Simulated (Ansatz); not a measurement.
Relaxed structure of H2O on the (100) surface of Nb, one molecule per 42.7 Å² (the molecule's atoms stand last):

```
Nb O H
1.0
     6.53347    0.00000    0.00000
     0.00000    6.53347    0.00000
     0.00000    0.00000   24.25370
Nb O H
16 1 2
Direct
  0.25000 0.75000 0.32985
  0.25000 0.25000 0.32985
  0.75000 0.75000 0.32985
  0.75000 0.25000 0.32985
  0.50000 0.50000 0.39719
  0.50000 0.00000 0.39719
  0.00000 0.50000 0.39719
  0.00000 0.00000 0.39719
  0.75396 0.25296 0.46487
  0.74981 0.74573 0.46344
  0.24698 0.24873 0.46390
  0.25050 0.75309 0.46240
  0.00050 0.96863 0.52914
  0.00893 0.51065 0.53477
  0.52970 0.01083 0.52782
  0.45617 0.50224 0.52796
  0.86821 0.43212 0.61765
  0.77926 0.54820 0.62734
  0.77323 0.32368 0.60290
```

Level of theory: DFT PBE+D3(BJ), scalar-relativistic, plane waves, PAW (Ansatz). Settings: cutoff 420 eV, Γ-centred mesh 3×3×1 on the computed 19-atom cell, Gaussian smearing of 0.10 eV; no spin polarisation. The cell repeats along c with a dipole correction in the vacuum.

The slab and the molecular layer are also computed alone at these places.

Question: How does the adsorption energy per molecule split into interaction and deformation?

Answer: E_ads = -1.114 eV: interaction of the rigid parts -1.089 eV, deformation of the slab -0.050 eV, deformation of the molecule with its lateral interactions +0.026 eV.

Question: How much charge moves across the plane at z = 13.80 Å, midway between slab and molecule?

Answer: About 0.01 electrons a cell move up to the molecule; half the integral of |Δρ| is 0.45 e.